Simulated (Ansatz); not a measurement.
# HgS: a single-point calculation

The task is one self-consistent run of HgS. The cell (2 atoms) is HgS in its deposited structure (space group F-43m). Source: COD entry 1011368; the sample's temperature and pressure aren't taken into account.

Method: DFT PBE, PAW, plane waves, scalar-relativistic, in Ansatz 0.2.0.

### 1 The system as given

The structure is cubic, space group F-43m (No. 216). The conventional cell has a = 5.858 Å, b = 5.858 Å, c = 5.858 Å, α = 90.00°, β = 90.00°, γ = 90.00°. Around Hg (site symmetry -43m) lie 4 S at 2.54 Å. S (site symmetry -43m) has 4 Hg at 2.54 Å as nearest neighbours.

Coordinates:

```cif
data_structure
_symmetry_space_group_name_H-M 'P 1'
_symmetry_Int_Tables_number 1
_cell_length_a 4.1422
_cell_length_b 4.1422
_cell_length_c 4.1422
_cell_angle_alpha 60.000
_cell_angle_beta 60.000
_cell_angle_gamma 60.000
_cell_volume 50.26
loop_
_atom_site_label
_atom_site_type_symbol
_atom_site_fract_x
_atom_site_fract_y
_atom_site_fract_z
_atom_site_occupancy
Hg1 Hg 0.00000 0.00000 0.00000 1
S1 S 0.75000 0.75000 0.75000 1
```

Atoms are counted from 1 in the order of input.yaml (S2 and so on).

The search for lower states is off throughout, and inputs that name a mixer don't switch to direct minimisation unless they say so. Spin polarisation is off.

### 2 Running it

Contents of input.yaml:

```yaml
crystal:
  lattice:
    - [0.0, 2.929, 2.929]
    - [2.929, 0.0, 2.929]
    - [2.929, 2.929, 0.0]
  atoms:
    - { symbol: Hg, position: [0.0, 0.0, 0.0] }
    - { symbol: S, position: [0.75, 0.75, 0.75] }
hamiltonian:
  xc: pbe
  pseudopotentials: { kind: paw }
basis:
  ecutwfc: 420
kpoints:
  mp_grid: { grid: [7, 7, 7] }
scf:
  occupations: { method: fermi_dirac, width: 0.05 }
  lower_state_search: "off"
  algorithm: density_mixing
  max_iter: 80
  mixing: { algorithm: broyden, ndim: 8, beta: 1.2 }
output:
  forces: true
  stress: true
```

Launch:

```sh
$ ansatz run input.yaml --threads 2 --pin off --max-ram 5120MiB --backend cpu --events-out ev --progress --plain --runs-dir out
```

Log:

```text
Error: invalid value for `scf.mixing.beta`: must be finite and in (0, 1]; got 1.2
```

Wall time 0.04 s (2 threads of AMD EPYC 9R14 (Zen 4), shared host); peak memory 0.043 GiB.

### 3 Reading the log

The input was refused before the first iteration. Its message: invalid value for `scf.mixing.beta`: must be finite and in (0, 1]; got 1.2

Changes to try, each on the first input: β lowered to 0.3; back to the default settings.

### 4 β lowered to 0.3

Changes to input.yaml since step 2:

```diff
@@ -20,3 +20,3 @@
   max_iter: 80
-  mixing: { algorithm: broyden, ndim: 8, beta: 1.2 }
+  mixing: { algorithm: broyden, ndim: 8, beta: 0.3 }
 output:
```

Launch:

```sh
$ ansatz run input.yaml --threads 2 --pin off --max-ram 5120MiB --backend cpu --events-out ev --progress --plain --runs-dir out
```

Log (excerpt; [...] marks lines left out):

```text
[...]
Pseudopotentials: kind: paw
Pseudopotential: Hg, paw, valence charge 20, recommended cutoff 420 eV (normal), Hg.paw.azcp
Pseudopotential: S, paw, valence charge 6, recommended cutoff 420 eV (normal), S.paw.azcp
Functional definition: PBE
[...]
Crystal: 2 atoms, lattice volume = 50.256 Å³
Basis set: ecut = 420 eV, 941 PW (Γ), exchange–correlation on 60×60×60 points (8 copies of the dense FFT grid, shifted against one another)
Bands: 17, of which v1, the nominal top of the filled ones, is band 13 counted from 1 (12 counted from 0)
Symmetry: 24 space group operations
Space group: F-43m (ITA 216), of the structure as read, at distance tolerance 3.7e-5 Å
k-points: 20 of 343 (time reversal used)
[...]
SCF iter   1: F=—  HF=-14715.767417 eV  |F-HF|=—  |Δ(HF+E_count)|=         —  Δρ=9.51e-4  dr2=5.46e-4  ethr=1.77e-3  ⟨swp⟩=5.8  Hψ=1695  notcnv=0
[...]
SCF iter   6: F=-14715.767829 eV  HF=-14715.767829 eV  |F-HF|=3.32e-8  |Δ(HF+E_count)|=   4.54e-7  Δρ=7.39e-6  dr2=1.71e-8  ethr=3.85e-10  ⟨swp⟩=4.4  Hψ=1131  notcnv=0
[...]
SCF converged after 6 iterations
Stability not checked: this state was not tested for a lower state beside it, because the mixer in use, unlike msr1, does not test its closes by its own steps (another_mixer; see scf.mixing.algorithm and scf.lower_state_search)
Free energy (F): -14715.767829 eV
[...]
E sigma→0 (E₀):  -14715.767442 eV
Entropy (-TS):   -0.000774 eV (-0.387 meV/atom)
Fermi energy:    8.326545 eV
[...]
--- Forces (eV/Å), atoms counted from 1 ---
  atom   1  Hg    -0.00000000     0.00000000     0.00000000
  atom   2  S      0.00000000     0.00000000    -0.00000000
[...]
--- Stress (GPa, compression-positive) ---
        4.038741      -0.000000      -0.000000
       -0.000000       4.038741       0.000000
       -0.000000       0.000000       4.038741
  P = ⅓ Tr σ = 4.0387 GPa (40.387 kbar)
```

Wall time 0.54 s (2 threads of AMD EPYC 9R14 (Zen 4), shared host); peak memory 0.36 GiB.

The run closes after 6 iterations, with no gap on the k-mesh.

### 5 Back to the default settings

Changes to input.yaml since step 2:

```diff
@@ -18,5 +18,2 @@
   lower_state_search: "off"
-  algorithm: density_mixing
-  max_iter: 80
-  mixing: { algorithm: broyden, ndim: 8, beta: 1.2 }
 output:
```

Launch:

```sh
$ ansatz run input.yaml --threads 2 --pin off --max-ram 5120MiB --backend cpu --events-out ev --progress --plain --runs-dir out
```

Its history (converged in 6 iterations):

```
iteration  Harris–Foulkes energy + 14716 (eV)  density residual (eV)
        1                              0.2326               5.46e-04
        2                              0.2322               7.77e-05
        3                              0.2322               9.87e-06
        4                              0.2322               1.05e-06
        5                              0.2322               2.52e-08
        6                              0.2322               2.52e-09
```

Run time: 0.58 s. Hardware: 2 threads of AMD EPYC 9R14 (Zen 4), shared host; peak memory 0.37 GiB.

Converged in 6 iterations, with no gap on the k-mesh. Against step 4: the same free energy.

### 6 All tries on one scale

Decimal logarithm of the largest residual (eV) by iteration, counted through all cycles of a run:

```
iteration  step 4  step 5
        1    -3.3    -3.3
        2    -4.1    -4.1
        3    -4.7    -5.0
        4    -5.4    -6.0
        5    -6.9    -7.6
        6    -7.8    -8.6
```

### 7 Results

```
                    quantity                      value
                   first try              input refused
    step 4: β lowered to 0.3  converged in 6 iterations
step 5: the default settings  converged in 6 iterations
     state reached in step 4       no gap on the k-mesh
         largest force there                 0.000 eV/Å
```

**Reading.** The run converges under 2 of the 2 changes tried; with “β lowered to 0.3” it takes 6 iterations.
